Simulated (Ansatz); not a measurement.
The system is CuCl2.

```
CELL_PARAMETERS angstrom
4.52065 0.00000 0.00000
0.00000 4.52065 0.00000
0.00000 0.00000 4.31771
ATOMIC_POSITIONS crystal
Cu 0.00000 0.00000 0.00000
Cl 0.00000 0.50000 0.00000
Cl 0.50000 0.00000 0.00000
```

Measurements of this composition are mostly on another form, of space group No. 12.

* Program: Ansatz 0.2.0
* Task: relaxation of cell and atoms
* Functional: PBEsol
* Potentials or basis: Ansatz PAW
* Cutoff: 420 eV (not typed: the program's choice for these potentials)
* k mesh: 6 × 6 × 6
* Occupations: fermi-dirac, width 0.05 eV
* Spin: no spin polarisation
* Hubbard terms: Cu d U = 4 eV

At the start: volume 29.41 Å³/atom.

Question: Where does the relaxation end?

Answer: It ends after 10 steps and the volume is 30.21 Å³/atom (+2.7 %); space group P4/mmm (No. 123, to 0.05 Å).

The path:
| step | energy change (eV) | largest force (eV/Å) | volume (Å³) |
| --- | --- | --- | --- |
| 1 | 0.0000 | 0.0000 | 88.24 |
| 2 | -0.0086 | 0.0000 | 87.33 |
| 3 | -0.0117 | 0.0000 | 86.38 |
| 4 | -0.0117 | 0.0000 | 86.50 |
| 5 | -0.0118 | 0.0000 | 86.60 |
| 6 | -0.0117 | 0.0000 | 87.53 |
| 7 | -0.0117 | 0.0000 | 88.76 |
| 8 | -0.0118 | 0.0000 | 88.85 |
| 9 | -0.0116 | 0.0000 | 90.62 |
| 10 | -0.0118 | 0.0000 | 90.62 |

Final structure:
```
Cu Cl
1.0
     4.46950    0.00000    0.00000
     0.00000    4.46950    0.00000
     0.00000    0.00000    4.53611
Cu Cl
1 2
Direct
  0.00000 0.00000 0.00000
  0.00000 0.50000 0.00000
  0.50000 0.00000 0.00000
```

Caveat: the plane-wave basis is chosen anew once the cell has moved, so the energies of steps on either side of that aren't comparable; this functional lacks dispersion, which binds the layers, so the pressure and a relaxed spacing across them are unreliable; an odd number of electrons without spin polarisation forces a metal; a magnetic or distorted state may lie lower; the run has no spin polarisation, though such a crystal can be magnetic; U without spin polarisation on a metal has little footing; the PAW data sets come from PBE, with cores solved anew for the run's functional, which leaves a small shift of forces and pressure.
